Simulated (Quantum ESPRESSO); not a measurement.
# Pb (Fm-3m) in Quantum ESPRESSO: further runs, part 5 of 6

Quantum ESPRESSO 7.5.

**6. Wannier functions, PBE**

pw.in reads:

```
&CONTROL
  calculation = 'scf'
  prefix = 'pwscf'
  outdir = './tmp'
  pseudo_dir = './pseudo'
  tprnfor = .true.
  tstress = .true.
  disk_io = 'low'
/
&SYSTEM
  ibrav = 0
  nat = 1
  ntyp = 1
  ecutwfc = 45
  ecutrho = 360
  nbnd = 13
  occupations = 'smearing'
  smearing = 'fd'
  degauss = 0.00367493
/
&ELECTRONS
  conv_thr = 2d-10
  electron_maxstep = 120
  mixing_beta = 0.5
/
ATOMIC_SPECIES
Pb   207.2000 pb_pbe_v1.uspp.F.UPF
CELL_PARAMETERS angstrom
   0.0000000000    2.4750200000    2.4750200000
   2.4750200000    0.0000000000    2.4750200000
   2.4750200000    2.4750200000    0.0000000000
ATOMIC_POSITIONS crystal
Pb     0.0000000000    0.0000000000    0.0000000000
K_POINTS automatic
7 7 7 0 0 0
```

nscf.in is that of step 5.

pw2wan.in reads:

```
&INPUTPP
  prefix = 'pwscf'
  outdir = './tmp'
  seedname = 'w'
  write_mmn = .true.
  write_amn = .true.
/
```

bands.in is that of step 5.

Changes to w.win since step 5:

```diff
@@ -7,3 +7,3 @@
 dis_conv_tol = 1.0d-9
-num_iter = 1200
+num_iter = 0
 search_shells = 100
```

Potentials or basis: GBRV 1.5 PBE.

Command:

```
$ OMP_NUM_THREADS=1 pw.x -in pw.in > pw.out
$ OMP_NUM_THREADS=1 pw.x -in nscf.in > nscf.out
$ wannier90.x -pp w
$ OMP_NUM_THREADS=1 pw2wannier90.x -in pw2wan.in > pw2wan.out
$ wannier90.x w
$ OMP_NUM_THREADS=1 pw.x -in bands.in > bands.out
```

pw.out:

```text
This program is part of the open-source Quantum ESPRESSO suite
     for quantum simulation of materials; please cite
[... 9 lines left out ...]
     --------------------
     sticks:   dense  smooth     PW     G-vecs:    dense   smooth      PW
     Sum        1069     547    163                23505     8363    1459

     Using Slab Decomposition

     bravais-lattice index     =            0
     lattice parameter (alat)  =       6.6144  a.u.
     unit-cell volume          =     204.6269 (a.u.)^3
     number of atoms/cell      =            1
     number of atomic types    =            1
     number of electrons       =        14.00
     number of Kohn-Sham states=           13
     kinetic-energy cutoff     =      45.0000  Ry
     charge density cutoff     =     360.0000  Ry
     scf convergence threshold =      2.0E-10
     mixing beta               =       0.5000
     number of iterations used =            8  plain     mixing
     Exchange-correlation= SLA  PW   PBE  PBE
                           (   1   4   3   4   0   0   0)

     celldm(1)=   6.614432  celldm(2)=   0.000000  celldm(3)=   0.000000
     celldm(4)=   0.000000  celldm(5)=   0.000000  celldm(6)=   0.000000

[... 8 lines left out ...]
               b(3) = (  0.707107  0.707107 -0.707107 )

     PseudoPot. # 1 for Pb read from file:
     pb_pbe_v1.uspp.F.UPF
     Pseudo is Ultrasoft + core correction, Zval = 14.0
     Generated by new atomic code, or converted to UPF format
     Using radial grid of  899 points,  6 beta functions with:
                l(1) =   0
                l(2) =   0
                l(3) =   1
                l(4) =   1
                l(5) =   2
                l(6) =   2
     Q(r) pseudized with  6 coefficients,  rinner =    1.000   1.000   1.000
                                                       1.000   1.000

     atomic species   valence    mass     pseudopotential
     Pb               14.00   207.20000     Pb( 1.00)

     48 Sym. Ops., with inversion, found

   Cartesian axes

     site n.     atom                  positions (alat units)
         1        Pb     tau(   1) = (   0.0000000   0.0000000   0.0000000  )

     number of k points=    20  Fermi-Dirac smearing, width (Ry)=  0.0037
                       cart. coord. in units 2pi/alat
        k(    1) = (   0.0000000   0.0000000   0.0000000), wk =   0.0058309
        k(    2) = (   0.1010153   0.1010153  -0.1010153), wk =   0.0466472
        k(    3) = (   0.2020305   0.2020305  -0.2020305), wk =   0.0466472
        k(    4) = (   0.3030458   0.3030458  -0.3030458), wk =   0.0466472
        k(    5) = (   0.2020305  -0.0000000   0.0000000), wk =   0.0349854
        k(    6) = (   0.3030458   0.1010153  -0.1010153), wk =   0.1399417
[... 12 lines left out ...]
        k(   19) = (  -0.1010153  -0.5050763   0.7071068), wk =   0.1399417
        k(   20) = (  -0.0000000  -0.4040610   0.6060915), wk =   0.1399417

     Dense  grid:    23505 G-vectors     FFT dimensions: (  40,  40,  40)

     Smooth grid:     8363 G-vectors     FFT dimensions: (  30,  30,  30)

     Check: negative core charge=   -0.000002

     Initial potential from superposition of free atoms

     starting charge      13.9976, renormalised to      14.0000

     negative rho (up, down):  1.525E-02 0.000E+00
     Starting wfcs are    9 randomized atomic wfcs +    4 random wfcs

     Self-consistent Calculation

     iteration #  1     ecut=    45.00 Ry     beta= 0.50
     Davidson diagonalization with overlap
     ethr =  1.00E-02,  avg # of iterations =  4.8

     Threshold (ethr) on eigenvalues was too large:
     Diagonalizing with lowered threshold

     Davidson diagonalization with overlap
     c_bands:  1 eigenvalues not converged
     c_bands:  2 eigenvalues not converged
     c_bands:  2 eigenvalues not converged
     ethr =  1.54E-05,  avg # of iterations = 12.3

     negative rho (up, down):  1.542E-02 0.000E+00

     total energy              =    -164.15707791 Ry
     estimated scf accuracy    <       0.00218701 Ry

     iteration #  2     ecut=    45.00 Ry     beta= 0.50
     Davidson diagonalization with overlap
     ethr =  1.56E-05,  avg # of iterations =  2.3

     negative rho (up, down):  1.557E-02 0.000E+00

     total energy              =    -164.15739290 Ry
     estimated scf accuracy    <       0.00013957 Ry

     iteration #  3     ecut=    45.00 Ry     beta= 0.50
     Davidson diagonalization with overlap
     ethr =  9.97E-07,  avg # of iterations =  5.0

     negative rho (up, down):  1.574E-02 0.000E+00

     total energy              =    -164.15741315 Ry
     estimated scf accuracy    <       0.00002016 Ry

     iteration #  4     ecut=    45.00 Ry     beta= 0.50
     Davidson diagonalization with overlap
     ethr =  1.44E-07,  avg # of iterations =  1.5

     negative rho (up, down):  1.577E-02 0.000E+00

     total energy              =    -164.15741475 Ry
     estimated scf accuracy    <       0.00000009 Ry

     iteration #  5     ecut=    45.00 Ry     beta= 0.50
     Davidson diagonalization with overlap
     ethr =  6.25E-10,  avg # of iterations =  4.3

     negative rho (up, down):  1.578E-02 0.000E+00

     total energy              =    -164.15741515 Ry
     estimated scf accuracy    <          9.8E-09 Ry

     iteration #  6     ecut=    45.00 Ry     beta= 0.50
     Davidson diagonalization with overlap
     ethr =  6.99E-11,  avg # of iterations =  2.5

     negative rho (up, down):  1.577E-02 0.000E+00

     total energy              =    -164.15741518 Ry
     estimated scf accuracy    <          3.3E-10 Ry

     iteration #  7     ecut=    45.00 Ry     beta= 0.50
     Davidson diagonalization with overlap
     ethr =  2.35E-12,  avg # of iterations =  3.6

     negative rho (up, down):  1.577E-02 0.000E+00

     End of self-consistent calculation

          k = 0.0000 0.0000 0.0000 (  1037 PWs)   bands (ev):

    -5.7831  -5.7831  -5.7831  -5.6430  -5.6430  -0.4651  18.7002  18.7002
    18.7002  19.2934  21.0900  22.6399  23.7794

          k = 0.1010 0.1010-0.1010 (  1025 PWs)   bands (ev):

    -5.7844  -5.7588  -5.7588  -5.6410  -5.6410  -0.0720  15.3367  18.2614
    18.2614  19.3026  20.5683  23.9727  24.4804

          k = 0.2020 0.2020-0.2020 (  1041 PWs)   bands (ev):

    -5.7949  -5.7504  -5.7504  -5.5886  -5.5886   1.0913  11.0209  17.4738
    17.4738  19.2932  20.2586  22.3847  23.3533

          k = 0.3030 0.3030-0.3030 (  1038 PWs)   bands (ev):

    -5.8093  -5.7688  -5.7688  -5.5198  -5.5198   2.7372   7.7154  16.9401
    16.9401  19.2913  20.3877  21.0915  22.5908

          k = 0.2020-0.0000 0.0000 (  1022 PWs)   bands (ev):

    -5.8140  -5.7280  -5.7280  -5.6766  -5.6200   0.0586  16.2720  16.9876
    16.9876  19.3166  19.8821  21.8180  25.9100

          k = 0.3030 0.1010-0.1010 (  1036 PWs)   bands (ev):

    -5.8239  -5.7252  -5.6971  -5.6554  -5.5740   0.9671  12.5312  16.0156
    16.2589  19.3124  19.7349  21.3340  25.0673

          k = 0.4041 0.2020-0.2020 (  1045 PWs)   bands (ev):

    -5.8154  -5.7488  -5.7135  -5.5926  -5.5126   2.5085   8.9425  15.0151
    15.7170  19.1048  19.3272  23.3325  24.4758

          k =-0.2020-0.4041 0.4041 (  1051 PWs)   bands (ev):

    -5.7994  -5.7584  -5.7268  -5.5488  -5.5221   3.3681   7.5680  14.1415
    16.2161  19.2608  19.3816  22.7370  23.6380

          k =-0.1010-0.3030 0.3030 (  1046 PWs)   bands (ev):

    -5.7762  -5.7606  -5.7165  -5.6059  -5.5534   1.9476  10.0413  14.0104
    17.4140  19.3067  20.3137  22.3188  23.3624

          k =-0.0000-0.2020 0.2020 (  1041 PWs)   bands (ev):

    -5.7863  -5.7411  -5.7212  -5.6679  -5.5972   0.5797  13.5169  15.0886
    18.6242  19.3089  21.6928  22.0537  23.5825

          k = 0.4041-0.0000 0.0000 (  1030 PWs)   bands (ev):

    -5.8830  -5.7645  -5.5996  -5.5996  -5.5680   1.6096  12.5702  14.7693
    14.7693  18.2864  18.6346  19.3223  28.5511

          k = 0.5051 0.1010-0.1010 (  1042 PWs)   bands (ev):

    -5.8833  -5.7881  -5.5991  -5.5632  -5.5067   2.9164  10.1655  12.8810
    14.2732  17.8525  19.3175  20.1973  27.4564

          k =-0.1010-0.5051 0.5051 (  1040 PWs)   bands (ev):

    -5.8491  -5.7255  -5.6209  -5.6004  -5.5140   4.0962   8.6034  11.0654
    14.6747  18.0500  19.3195  23.7766  26.1792

          k = 0.0000-0.4041 0.4041 (  1049 PWs)   bands (ev):

    -5.8054  -5.6957  -5.6437  -5.6087  -5.5885   3.3184   9.6169  10.8063
    15.8945  18.8588  19.3259  25.1664  25.8905

          k = 0.6061-0.0000 0.0000 (  1046 PWs)   bands (ev):

    -5.9380  -5.8448  -5.5260  -5.4912  -5.4912   3.8962   8.8838  13.5031
    13.5031  16.8238  18.0146  19.3209  29.7623

          k =-0.0000-0.6061 0.6061 (  1037 PWs)   bands (ev):

    -5.9103  -5.8266  -5.5413  -5.5116  -5.4890   4.5895   8.3459  11.5813
    13.6478  17.3249  19.3154  19.8139  28.8248

          k = 0.4041 0.2020 0.0000 (  1040 PWs)   bands (ev):

    -5.8198  -5.7508  -5.6733  -5.6042  -5.5461   2.0840  11.0908  12.9600
    15.4723  19.3107  20.3163  21.1424  23.8327

          k =-0.2020-0.4041 0.6061 (  1051 PWs)   bands (ev):

    -5.7887  -5.7605  -5.6606  -5.5994  -5.5226   3.5629   8.7686  12.0927
    14.2250  19.3111  20.3167  22.4964  24.4556

          k =-0.1010-0.5051 0.7071 (  1049 PWs)   bands (ev):

    -5.8589  -5.8014  -5.6029  -5.5415  -5.4919   4.1254   9.1486  11.7742
    12.4717  19.2734  19.5253  20.4334  25.8308

          k =-0.0000-0.4041 0.6061 (  1050 PWs)   bands (ev):

    -5.8078  -5.7266  -5.6701  -5.5964  -5.4934   4.4943   9.5953   9.8405
    12.7175  19.3099  20.3353  23.8178  24.7229

     the Fermi energy is    11.2176 ev

!    total energy              =    -164.15741519 Ry
     estimated scf accuracy    <          1.5E-12 Ry
     smearing contrib. (-TS)   =      -0.00024845 Ry
     internal energy E=F+TS    =    -164.15716674 Ry

     The total energy is F=E-TS. E is the sum of the following terms:
     one-electron contribution =     -30.92575702 Ry
     hartree contribution      =      26.23615979 Ry
     xc contribution           =     -63.40044947 Ry
     ewald contribution        =     -96.06712003 Ry

     convergence has been achieved in   7 iterations

     negative rho (up, down):  1.577E-02 0.000E+00

     Forces acting on atoms (cartesian axes, Ry/au):

     atom    1 type  1   force =     0.00000000    0.00000000    0.00000000

     Total force =     0.000000     Total SCF correction =     0.000000

     Computing stress (Cartesian axis) and pressure

     negative rho (up, down):  1.577E-02 0.000E+00
          total   stress  (Ry/bohr**3)                   (kbar)     P=       26.93
   0.00018306   0.00000000   0.00000000           26.93        0.00        0.00
  -0.00000000   0.00018306   0.00000000           -0.00       26.93        0.00
   0.00000000   0.00000000   0.00018306            0.00        0.00       26.93

=------------------------------------------------------------------------------=
   JOB DONE.
=------------------------------------------------------------------------------=
```

It took 3.4 min on 1 thread of Intel Xeon Platinum 8175M at 2.50GHz (Skylake/Cascade Lake), shared host; peak memory 0.12 GiB.

Results:

* Free energy: -2233.4754 eV
* Pressure: 2.7 GPa
* Band gap on the k mesh: none (metal or under the smearing width)
* Total Wannier spread: 12.96 Å² over 9 functions
* RMS miss of the Wannier bands: 0.113 eV

Levels at the corners of the path, in eV from the Fermi level:
```tsv
point	band 3	band 4	band 5	band 6	band 7	band 8	band 9	band 10	band 11	band 12
Γ	-17.00	-16.86	-16.86	-11.68	7.48	7.48	7.48	8.08	9.87	11.42
X	-16.74	-16.69	-16.69	-6.65	-3.20	2.12	2.12	5.44	6.72	8.10
W	-16.94	-16.81	-16.69	-6.54	-1.30	-1.30	0.34	8.09	10.92	12.26
K	-16.80	-16.79	-16.73	-6.73	-2.21	-1.15	3.05	6.54	8.10	11.44
Γ	-17.00	-16.86	-16.86	-11.68	7.48	7.48	7.48	8.08	9.87	11.42
L	-16.99	-16.73	-16.73	-8.06	-4.13	5.65	5.65	8.07	9.34	9.56
U	-16.80	-16.79	-16.73	-6.73	-2.21	-1.15	3.05	6.54	8.10	11.44
W	-16.94	-16.81	-16.69	-6.54	-1.30	-1.30	0.34	8.09	10.92	12.26
L	-16.99	-16.73	-16.73	-8.06	-4.13	5.65	5.65	8.07	9.34	9.56
K	-16.80	-16.79	-16.73	-6.73	-2.21	-1.15	3.05	6.54	8.10	11.44
U	-16.80	-16.79	-16.73	-6.73	-2.21	-1.15	3.05	6.54	8.10	11.44
X	-16.74	-16.69	-16.69	-6.65	-3.20	2.12	2.12	5.44	6.72	8.10
```

Wannier functions:
| function | nearest atom | distance (Å) | spread (Å²) | on-site energy from the reference level (eV) |
| --- | --- | --- | --- | --- |
| 1 | 1 Pb | 0.00 | 1.63 | -7.63 |
| 2 | 1 Pb | 0.00 | 2.81 | 1.46 |
| 3 | 1 Pb | 0.00 | 2.81 | 1.46 |
| 4 | 1 Pb | 0.00 | 2.82 | 1.45 |
| 5 | 1 Pb | 0.00 | 0.58 | -16.88 |
| 6 | 1 Pb | 0.00 | 0.58 | -16.89 |
| 7 | 1 Pb | 0.00 | 0.58 | -16.89 |
| 8 | 1 Pb | 0.00 | 0.58 | -16.88 |
| 9 | 1 Pb | 0.00 | 0.58 | -16.89 |

Parts of the spread (Å²): invariant 8.68, diagonal 0.000, off-diagonal 4.28, total 12.96. Against the direct bands the interpolation misses by 113 meV (root mean square) and 524 meV at most, for states up to 1 eV over the reference level.

Caveat: the k mesh is coarse; spin-orbit coupling is left out, which moves the levels of the heavy elements.

(Continued in part 6 of 6.)
